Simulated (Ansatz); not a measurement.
Level of theory: DFT PBE, scalar-relativistic, plane waves, PAW (Ansatz). Settings: cutoff 420 eV, Γ-centred meshes spaced at most about 0.3 Å⁻¹, and about 0.25 Å⁻¹ or finer for metals (2π included), Gaussian smearing. No spin polarisation.

These are static total energies at zero pressure.

Compare these two cells of MgSn4N, each relaxed at this level.

A.

```xyz
6
Lattice="5.2564 0.0000 0.0000 -2.6282 4.5522 0.0000 0.0000 0.0000 5.8658" Properties=species:S:1:pos:R:3 pbc="T T T"
Mg    0.0000    0.0000    2.9329
Sn    0.0000    3.0348    2.9329
Sn    2.6282    1.5174    2.9329
Sn    0.0000    3.0348    0.0000
Sn    2.6282    1.5174    0.0000
N     0.0000    0.0000    0.0000
```

B.

```xyz
6
Lattice="5.5662 0.0000 0.0000 0.0000 5.5662 0.0000 0.0000 0.0000 5.5662" Properties=species:S:1:pos:R:3 pbc="T T T"
Mg    2.7831    2.7831    2.7831
Sn    1.2360    1.2360    1.2360
Sn    1.2360    4.3301    4.3301
Sn    4.3301    4.3301    1.2360
Sn    4.3301    1.2360    4.3301
N     0.0000    0.0000    0.0000
```

Question: Which is lower in energy, and by how much?

Answer: B is lower, by 68 meV/atom. A has space group P6/mmm (No. 191), 23.4 Å³/atom and no gap on its mesh; B has space group P-43m (No. 215), 28.7 Å³/atom and no gap. The shortest distance is 2.93 Å (Mg–N and Sn–Sn) in A and 2.14 Å (Sn–N) in B. The lower one is the more open, so pressure narrows the difference. Even the lower one lies +0.55 eV/atom against the reference forms of the elements (uncorrected), so neither is stable at this level. In A, around Mg lie 2 N at 2.93 Å and 6 Sn at 3.03 Å; around Sn on its first site lie 5 Sn at 2.93–3.03 Å and 3 Mg at 3.03 Å; N has 2 Mg at 2.93 Å and 6 Sn at 3.03 Å; 1 more site not described. In B, around Mg lie 4 Sn at 2.68 Å; around Sn lie 1 N at 2.14 Å and 1 Mg at 2.68 Å; N is surrounded by 4 Sn at 2.14 Å. Both come from invented guesses. The lowest form computed isn't among them: it has space group P4/mmm (No. 123), 24.3 Å³/atom and lies 51 meV/atom below the best shown.

Cells relaxed within their symmetry can be saddle points. Some candidate types were left out of the draw beforehand, so a known form may be missing.
